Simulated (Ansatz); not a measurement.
**Straining NiO**

All numbers below come from DFT PBEsol, scalar-relativistic, plane waves, PAW (Ansatz 0.2.0). Run with 420 eV cutoff, 18×18×12 k-mesh, Gaussian smearing of 0.10 eV, collinear spin.

Reference structure (relaxed):

```
CELL_PARAMETERS angstrom
2.05806 2.05806 0.00000
-2.05806 2.05806 0.00000
0.00000 0.00000 4.11611
ATOMIC_POSITIONS crystal
Ni 0.00000 0.00000 0.00000
Ni 0.50000 0.50000 0.50000
O 0.50000 0.50000 0.00000
O 0.00000 0.00000 0.50000
```

Deformation: c alone is stretched, the rest of the cell is held and the atoms relax, all within the symmetry that the strain leaves. Energies are extrapolated to zero smearing. On this cell's mesh the reference holds a stress of up to 0.21 GPa.

| strain (%) | ΔE (meV/atom) | a (Å) | b (Å) | c (Å) | moment (μB/cell) |
| --- | --- | --- | --- | --- | --- |
| -6.0 | 33.9 | 2.911 | 2.911 | 3.869 | 1.33 |
| -4.0 | 13.9 | 2.911 | 2.911 | 3.951 | 1.78 |
| -2.0 | 3.1 | 2.911 | 2.911 | 4.034 | 2.30 |
| +0.0 | 0.0 | 2.911 | 2.911 | 4.116 | 2.49 |
| +2.0 | 2.7 | 2.911 | 2.911 | 4.198 | 2.73 |
| +4.0 | 9.2 | 2.911 | 2.911 | 4.281 | 2.92 |
| +6.0 | 18.9 | 2.911 | 2.911 | 4.363 | 3.05 |

Question: What stiffness (1/V) d²E/dε² at zero strain does a cubic fit over all points give?

Answer: A cubic fit gives (1/V) d²E/dε² = 270 GPa at zero strain (the elastic constant along c at held a and b).